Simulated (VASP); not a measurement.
# CaF2 (Fluorite) (Fm-3m) in VASP: further runs

Runs on CaF2 (Fluorite). Level: PBE. Tasks: single point.

Program: VASP 6.6.1. These are calculated values, not measurements. Logs are shortened: lines on timing, memory, paths and dates and some standing lists are left out, and cuts for length are marked.

## Step 1: The structure

Symmetry: Fm-3m, No. 225, cubic system. The conventional cell has a = 5.462 Å, b = 5.462 Å, c = 5.462 Å, α = 90.00°, β = 90.00°, γ = 90.00°. Around Ca (site symmetry m-3m) lie 8 F at 2.37 Å. F (site symmetry -43m) is surrounded by 4 Ca at 2.37 Å.

## Step 2: Single point, PBE

The input, INCAR:

```
SYSTEM = CaF2
  PREC = Accurate
  ENCUT = 520
  EDIFF = 1E-6
  ISMEAR = 0
  SIGMA = 0.01
  LREAL = .False.
  LASPH = .True.
  NELM = 100
  ALGO = Fast
  ISIF = 2
  LWAVE = .False.
  LCHARG = .False.
  GGA = PE
  NBANDS = 19
```

The input, KPOINTS:

```
Automatic mesh
0
Gamma
  5 5 5
  0 0 0
```

The input, POSCAR:

```
CaF2
1.0
    0.0000000000      2.7310000000      2.7310000000
    2.7310000000      0.0000000000      2.7310000000
    2.7310000000      2.7310000000      0.0000000000
Ca F
1 2
Direct
    0.0000000000      0.0000000000      0.0000000000
    0.2500000000      0.2500000000      0.2500000000
    0.7500000000      0.7500000000      0.7500000000
```

Potentials or basis: VASP PAW PBE potentials, release 64 (Ca_sv, F).

Started as:

```bash
$ cat potpaw_PBE.64/Ca_sv/POTCAR potpaw_PBE.64/F/POTCAR > POTCAR
$ mpirun -np 1 vasp_std > vasp.out
```

OUTCAR:

```text
SYSTEM = CaF2
   PREC = Accurate
   ENCUT = 520
   EDIFF = 1E-6
   ISMEAR = 0
   LREAL = .False.
   LASPH = .True.
   NELM = 100
   ISIF = 2
   GGA = PE

 ion  position               nearest neighbor table
   1  0.000  0.000  0.000-   3 2.37   3 2.37   3 2.37   2 2.37   3 2.37   2 2.37   2 2.37   2 2.37

   2  0.250  0.250  0.250-   1 2.37   1 2.37   1 2.37   1 2.37
   3  0.750  0.750  0.750-   1 2.37   1 2.37   1 2.37   1 2.37

  LATTYP: Found a face centered cubic cell.
 ALAT       =     5.4620000000

  Lattice vectors:

 A1 = (   0.0000000000,   2.7310000000,   2.7310000000)
 A2 = (   2.7310000000,   0.0000000000,   2.7310000000)
 A3 = (   2.7310000000,   2.7310000000,   0.0000000000)

Analysis of symmetry for initial positions (statically):
=====================================================================
 Subroutine PRICEL returns:
 Original cell was already a primitive cell.

 Routine SETGRP: Setting up the symmetry group for a
 face centered cubic supercell.

 Subroutine GETGRP returns: Found 48 space group operations
 (whereof 48 operations were pure point group operations)
 out of a pool of 48 trial point group operations.

The static configuration has the point symmetry O_h .

Analysis of symmetry for dynamics (positions and initial velocities):
=====================================================================
 Subroutine PRICEL returns:
 Original cell was already a primitive cell.

 Routine SETGRP: Setting up the symmetry group for a
 face centered cubic supercell.

 Subroutine GETGRP returns: Found 48 space group operations
 (whereof 48 operations were pure point group operations)
 out of a pool of 48 trial point group operations.

The dynamic configuration has the point symmetry O_h .

 Subroutine INISYM returns: Found 48 space group operations
 (whereof 48 operations are pure point group operations),
 and found     1 'primitive' translations

----------------------------------------------------------------------------------------

                                     Primitive cell

  volume of cell :      40.7376

  direct lattice vectors                    reciprocal lattice vectors
     0.000000000  2.731000000  2.731000000    -0.183083120  0.183083120  0.183083120
     2.731000000  0.000000000  2.731000000     0.183083120 -0.183083120  0.183083120
     2.731000000  2.731000000  0.000000000     0.183083120  0.183083120 -0.183083120

  length of vectors
     3.862217239  3.862217239  3.862217239     0.317109265  0.317109265  0.317109265

  position of ions in fractional coordinates (direct lattice)
     0.000000000  0.000000000  0.000000000
     0.250000000  0.250000000  0.250000000
     0.750000000  0.750000000  0.750000000

  ion indices of the primitive-cell ions
   primitive index   ion index
                 1           1
                 2           2
                 3           3

----------------------------------------------------------------------------------------

 KPOINTS: Automatic mesh

Automatic generation of k-mesh.
 Grid dimensions read from file:
 generate k-points for:    5    5    5

 Generating k-lattice:

  Cartesian coordinates                     Fractional coordinates (reciprocal lattice)
    -0.036616624  0.036616624  0.036616624     0.200000000  0.000000000  0.000000000
     0.036616624 -0.036616624  0.036616624     0.000000000  0.200000000  0.000000000
     0.036616624  0.036616624 -0.036616624     0.000000000  0.000000000  0.200000000

  Length of vectors
     0.063421853  0.063421853  0.063421853

  Shift w.r.t. Gamma in fractional coordinates (k-lattice)
     0.000000000  0.000000000  0.000000000

 Subroutine IBZKPT returns following result:
 ===========================================

 Found     10 irreducible k-points:

 Following reciprocal coordinates:
            Coordinates               Weight
  0.000000  0.000000  0.000000      1.000000
  0.200000  0.000000  0.000000      8.000000
  0.400000  0.000000  0.000000      8.000000
  0.200000  0.200000  0.000000      6.000000
  0.400000  0.200000  0.000000     24.000000
 -0.400000  0.200000  0.000000     24.000000
 -0.200000  0.200000  0.000000     12.000000
  0.400000  0.400000  0.000000      6.000000
 -0.400000  0.400000  0.000000     12.000000
 -0.400000  0.400000  0.200000     24.000000
   k-points           NKPTS =     10   k-points in BZ     NKDIM =     10   number of bands    NBANDS=     19
   number of dos      NEDOS =    301   number of ions     NIONS =      3
   total plane-waves  NPLWV =  27000
   dimension x,y,z NGX =    30 NGY =   30 NGZ =   30
   dimension x,y,z NGXF=    60 NGYF=   60 NGZF=   60
   ions per type =               1   2
   NGX,Y,Z   is equivalent  to a cutoff of  12.91, 12.91, 12.91 a.u.
   NGXF,Y,Z  is equivalent  to a cutoff of  25.83, 25.83, 25.83 a.u.
 SYSTEM =  CaF2
   PREC   = accura    normal or accurate (medium, high low for compatibility)
   ISTART =      0    job   : 0-new  1-cont  2-samecut
   ICHARG =      2    charge: 1-file 2-atom 10-const
   ISPIN  =      1    spin polarized calculation?
   LNONCOLLINEAR =      F non collinear calculations
   LSORBIT =      F    spin-orbit coupling
   LASPH  =      T    aspherical Exc in radial PAW
   ENCUT  =  520.0 eV  38.22 Ry    6.18 a.u.   7.18  7.18  7.18*2*pi/ulx,y,z
   NELM   =    100;   NELMIN=  2; NELMDL= -5     # of ELM steps
   EDIFF  = 0.1E-05   stopping-criterion for ELM
   LREAL  =      F    real-space projection
   EDIFFG = 0.1E-04   stopping-criterion for IOM
   NSW    =      0    number of steps for IOM
   IBRION =     -1    ionic relax: 0-MD 1-quasi-New 2-CG
   NFREE  =      0    steps in history (QN), initial steepest desc. (CG)
   ISIF   =      2    stress and relaxation
   ISYM   =      2    0-nonsym 1-usesym 2-fastsym
   POTIM  = 0.5000    time-step for ionic-motion
   TEBEG  =    0.0;   TEEND  =   0.0 temperature during run
   PSTRESS=    0.0 pullay stress
   NELECT =      24.0000    total number of electrons
   NUPDOWN=      -1.0000    fix difference up-down
   EMIN   =  10.00;   EMAX   =-10.00  energy-range for DOS
   EFERMI =   0.00;   METHOD = LEGACY
   ISMEAR =     0;   SIGMA  =   0.01  broadening in eV -4-tet -1-fermi 0-gaus
   EFERMI_NEDOS =   21; number of points for ismear=-14 and -15
   IALGO  =     68    algorithm
   IMIX   =      4    mixing-type and parameters
     AMIX     =   0.40;   BMIX     =  1.00
     AMIX_MAG =   1.60;   BMIX_MAG =  1.00
  volume/ion in A,a.u.               =      13.58        91.64
  Fermi-wavevector in a.u.,A,eV,Ry     =   1.372398  2.593457 25.626266  1.883477
  Thomas-Fermi vector in A             =   2.498009
   LORBIT       =      0    0 simple, 1 ext, 2 COOP (PROOUT), +10 PAW based schemes
   GGA     = PE    functional components
   LHFCALC =     F    Hartree Fock is set to
   AEXX    =    0.0000 exact exchange contribution
   IVDW    =     0    specifies the selected vdW correction
   LEPSILON=     F    determine dielectric tensor
   LRPA    =     F    only Hartree local field effects (RPA)
 non-spin polarized calculation
 RMM-DIIS sequential band-by-band and
 Gauss-broadening in eV      SIGMA  =   0.01
  energy-cutoff  :      520.00
  volume of cell :       40.74
 maximum number of plane-waves:      1105
 NGX is ok and might be reduce to    30
   NGX = 15   NGY = 15   NGZ = 15

 number of electron      23.9999987 magnetization

 Free energy of the ion-electron system (eV)
  ---------------------------------------------------
  ext. energy  EPLUGINS =         0.00000000
  ---------------------------------------------------
  free energy    TOTEN  =       -17.32874722 eV

  energy without entropy =      -17.32874722  energy(sigma->0) =      -17.32874722

 E-fermi :  -0.9421     XC(G=0):  -9.6314

 val. band max:       -1.0295628242   @ k =  -0.4000   0.4000   0.0000
 cond. band min:       6.3102068669   @ k =   0.0000   0.0000   0.0000
 fundamental gap:      7.3397696911
 Fermi energy:        -0.9420928998

 k-point     1 :       0.0000    0.0000    0.0000
  band No.  band energies     occupation
      1     -36.9943      2.00000
      2     -20.9015      2.00000
      3     -20.1308      2.00000
      4     -17.9334      2.00000
      5     -17.9334      2.00000
      6     -17.9334      2.00000
[... 11 lines left out ...]
     18      10.2580      0.00000
     19      15.9782      0.00000

 k-point     2 :       0.2000    0.0000    0.0000
  band No.  band energies     occupation
      1     -36.9828      2.00000
      2     -20.9841      2.00000
      3     -20.2368      2.00000
      4     -17.9479      2.00000
      5     -17.9479      2.00000
      6     -17.7690      2.00000
[... 11 lines left out ...]
     18      10.1638      0.00000
     19      14.4931      0.00000

 k-point     3 :       0.4000    0.0000    0.0000
  band No.  band energies     occupation
      1     -36.9641      2.00000
      2     -21.0315      2.00000
      3     -20.4970      2.00000
      4     -17.9712      2.00000
      5     -17.9712      2.00000
      6     -17.4888      2.00000
[... 11 lines left out ...]
     18      10.0122      0.00000
     19      12.9092      0.00000

 k-point     4 :       0.2000    0.2000    0.0000
  band No.  band energies     occupation
      1     -36.9790      2.00000
      2     -21.0297      2.00000
      3     -20.2379      2.00000
      4     -17.9695      2.00000
      5     -17.9695      2.00000
      6     -17.6950      2.00000
[... 11 lines left out ...]
     18      10.1113      0.00000
     19      15.7396      0.00000

 k-point     5 :       0.4000    0.2000    0.0000
  band No.  band energies     occupation
      1     -36.9627      2.00000
      2     -21.0749      2.00000
      3     -20.4647      2.00000
      4     -17.9950      2.00000
      5     -17.9079      2.00000
      6     -17.5220      2.00000
[... 11 lines left out ...]
     18      10.4509      0.00000
     19      13.9927      0.00000

 k-point     6 :      -0.4000    0.2000    0.0000
  band No.  band energies     occupation
      1     -36.9564      2.00000
      2     -20.9583      2.00000
      3     -20.7130      2.00000
      4     -17.9893      2.00000
      5     -17.8000      2.00000
      6     -17.5245      2.00000
[... 11 lines left out ...]
     18      11.3480      0.00000
     19      13.2074      0.00000

 k-point     7 :      -0.2000    0.2000    0.0000
  band No.  band energies     occupation
      1     -36.9689      2.00000
      2     -21.0228      2.00000
      3     -20.4365      2.00000
      4     -17.9603      2.00000
      5     -17.8653      2.00000
      6     -17.6567      2.00000
[... 11 lines left out ...]
     18      10.3470      0.00000
     19      14.1762      0.00000

 k-point     8 :       0.4000    0.4000    0.0000
  band No.  band energies     occupation
      1     -36.9541      2.00000
      2     -21.2051      2.00000
      3     -20.4054      2.00000
      4     -18.0275      2.00000
      5     -18.0275      2.00000
      6     -17.3276      2.00000
[... 11 lines left out ...]
     18      10.8779      0.00000
     19      15.4938      0.00000

 k-point     9 :      -0.4000    0.4000    0.0000
  band No.  band energies     occupation
      1     -36.9503      2.00000
      2     -21.1117      2.00000
      3     -20.6120      2.00000
      4     -18.0240      2.00000
      5     -17.8803      2.00000
      6     -17.3771      2.00000
[... 11 lines left out ...]
     18      13.2816      0.00000
     19      13.4404      0.00000

 k-point    10 :      -0.4000    0.4000    0.2000
  band No.  band energies     occupation
      1     -36.9526      2.00000
      2     -21.0038      2.00000
      3     -20.7160      2.00000
      4     -18.0240      2.00000
      5     -17.7370      2.00000
      6     -17.5163      2.00000
[... 11 lines left out ...]
     18      12.1247      0.00000
     19      14.5894      0.00000

------------------------ aborting loop because EDIFF is reached ----------------------------------------

  FORCE on cell =-STRESS in cart. coord.  units (eV):
  Direction    XX          YY          ZZ          XY          YZ          ZX
  --------------------------------------------------------------------------------------
  -------------------------------------------------------------------------------------
  Total        0.6264666      0.6264666      0.6264666      0.0000000      0.0000000      0.0000000
  in kB       24.6384502     24.6384502     24.6384502      0.0000000      0.0000000      0.0000000
  external PRESSURE =      24.6384502 kB  Pullay stress =       0.0000000 kB

 VOLUME and BASIS-vectors are now :
 -----------------------------------------------------------------------------
  energy-cutoff  :      520.00
  volume of cell :       40.74
      direct lattice vectors                 reciprocal lattice vectors
     0.000000000  2.731000000  2.731000000    -0.183083120  0.183083120  0.183083120
     2.731000000  0.000000000  2.731000000     0.183083120 -0.183083120  0.183083120
     2.731000000  2.731000000  0.000000000     0.183083120  0.183083120 -0.183083120

 POSITION                                       TOTAL-FORCE (eV/Angst)
 -----------------------------------------------------------------------------------
      0.00000      0.00000      0.00000        -0.000000      0.000000     -0.000000
      1.36550      1.36550      1.36550         0.000000      0.000000      0.000000
      4.09650      4.09650      4.09650        -0.000000     -0.000000     -0.000000
 -----------------------------------------------------------------------------------
    total drift:                                0.000000     -0.000000      0.000000

  FREE ENERGIE OF THE ION-ELECTRON SYSTEM (eV)
  ---------------------------------------------------
  free  energy   TOTEN  =       -17.3287472227 eV

  energy  without entropy=      -17.3287472227  energy(sigma->0) =      -17.32874722
```

Run time: 28 s. Hardware: 1 thread of Intel Xeon Platinum 8488C (Sapphire Rapids), shared host; peak memory 0.15 GiB.

Results:

- Free energy: -17.3287 eV
- Pressure: 2.5 GPa
- Band gap on the k mesh: 7.34 eV, indirect (least direct gap 7.53 eV)

Caveat: an odd mesh through Γ misses points on the zone boundary, where band edges often lie.

## Step 3: Single point, PBE

The input, INCAR:

```
PREC = Accurate
ENCUT = 520
EDIFF = 1E-7
ISMEAR = 0
SIGMA = 0.01
LREAL = False
LASPH = True
NELM = 100
ALGO = Normal
ISIF = 2
LWAVE = False
LCHARG = False
GGA = PE
NBANDS = 19
```

The input, KPOINTS:

```
Automatic mesh
0
Gamma
  5 5 5
```

POSCAR is that of step 2.

Potentials or basis: VASP PAW PBE potentials, release 64 (Ca_sv, F).

Started as:

```bash
$ cat potpaw_PBE.64/Ca_sv/POTCAR potpaw_PBE.64/F/POTCAR > POTCAR
$ mpirun -np 1 vasp_std > vasp.out
```

Wall time 13 s (1 thread of Intel Xeon Platinum 8488C (Sapphire Rapids), shared host); peak memory 0.16 GiB.

It converged, with:

| Item | Value |
| --- | --- |
| Free energy | -17.3287 eV |
| Pressure | 2.5 GPa |
| Band gap on the k mesh | 7.34 eV, indirect (least direct gap 7.53 eV) |

Levels at points of the mesh, in eV from the valence-band top:
| k point | band 9 | band 10 | band 11 | band 12 | band 13 | band 14 | band 15 | band 16 |
| --- | --- | --- | --- | --- | --- | --- | --- | --- |
| (0.00, 0.00, 0.00) | -2.05 | -0.19 | -0.19 | -0.19 | 7.34 | 9.23 | 9.23 | 11.29 |

Caveat: an odd mesh through Γ misses points on the zone boundary, where band edges often lie.
